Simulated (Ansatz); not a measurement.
**ZrSi₂: checking dH/dP = V**

Theory: DFT PBE, scalar-relativistic, plane waves, PAW (Ansatz). Run with 420 eV cutoff, 10×10×10 k-mesh, Gaussian smearing of 0.10 eV, no spin polarisation.

Starting point, cell and atoms relaxed:

```yaml
crystal:
  lattice:
    - [1.85259, -7.39401, 0.00000]
    - [1.85259, 7.39401, 0.00000]
    - [0.00000, 0.00000, 3.67907]
  atoms:
    - { symbol: Zr, position: [0.89467, 0.10533, 0.75000] }
    - { symbol: Zr, position: [0.10533, 0.89467, 0.25000] }
    - { symbol: Si, position: [0.55310, 0.44690, 0.75000] }
    - { symbol: Si, position: [0.44690, 0.55310, 0.25000] }
    - { symbol: Si, position: [0.25031, 0.74969, 0.75000] }
    - { symbol: Si, position: [0.74969, 0.25031, 0.25000] }
```

Cell and atoms were relaxed at each target pressure within the start's symmetry (Cmcm), at zero temperature; other phases can be more stable under pressure. H = E + PV with P the target; E is the free energy at the smearing used, whose derivative the pressure is, per atom and counted from zero pressure. The mesh named is that at zero pressure; some other pressures ran on another.

```
P (GPa) V (Å³/atom) E − E0 (meV) H − H0 (meV)
      0       16.799           0.0           0.0
      1       16.666           0.4         104.4
      4       16.293           6.2         412.9
     12       15.469          46.5        1205.1
     25       14.451         162.0        2416.9
     50       13.099         471.2        4559.0
     90       11.704        1067.0        7641.6
```

Task: Thermodynamics gives dH/dP = V along a relaxed path. Integrate V over P by the trapezoid rule and compare with the computed enthalpies.

Result: With 1 eV/Å³ = 160.22 GPa, each step adds the mean volume times ΔP / 160.22:
```csv
P (GPa),∫V dP (meV),H − H0 (meV),difference (meV)
1,104.4,104.4,0.0
4,413.0,412.9,0.1
12,1206.0,1205.1,0.9
25,2419.8,2416.9,3.0
50,4569.2,4559.0,10.2
90,7665.3,7641.6,23.8
```

V(P) curves upward, so the trapezoid rule runs high; integrating a smooth curve through the same points puts that excess at about 23.6 meV at 90 GPa, against the 23.8 meV found.

Task: At 90 GPa, how much of the enthalpy change is stored energy and how much is the PV term?

Result: E rises by 1067 meV/atom and PV is 90 × 11.704 / 160.22 = 6575 meV/atom, so PV makes 86 % of ΔH. So between rival structures at high pressure a small difference in volume can outweigh the difference in energy: 1 % of this volume is worth 65.7 meV/atom at this pressure.

Task: What bulk modulus do the lowest pressures give?

Result: From the pressures that the runs reached, -1.01 GPa (16.939 Å³) and 0.99 GPa (16.666 Å³), B = −ΔP/Δln V = 2.00 / 0.0162 = 123 GPa, a mean over that range.